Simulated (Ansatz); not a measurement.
Li2O (anti-fluorite, Fm-3m), the program Ansatz at the PBEsol level (PAW): ε∞ = 2.94, cell volume 24.02 Å³. Infrared-active transverse modes:

```
ω_TO (cm⁻¹)  oscillator strength S_xx (e²/amu)
-----------  ---------------------------------
443.5                                   0.4334
```

Compute the static dielectric constant.

Each mode adds (4.921e7/V) S/ω²: 4.51. So ε0 = 7.46.

What LO frequency does the Lyddane–Sachs–Teller relation give?

ω_LO = ω_TO √(ε0/ε∞) = 706 cm⁻¹.

The cell was relaxed with PBEsol under the symmetry of its start; of distortions, only those at the zone centre were tested.

Potentials: the later of the program's two PAW sets.
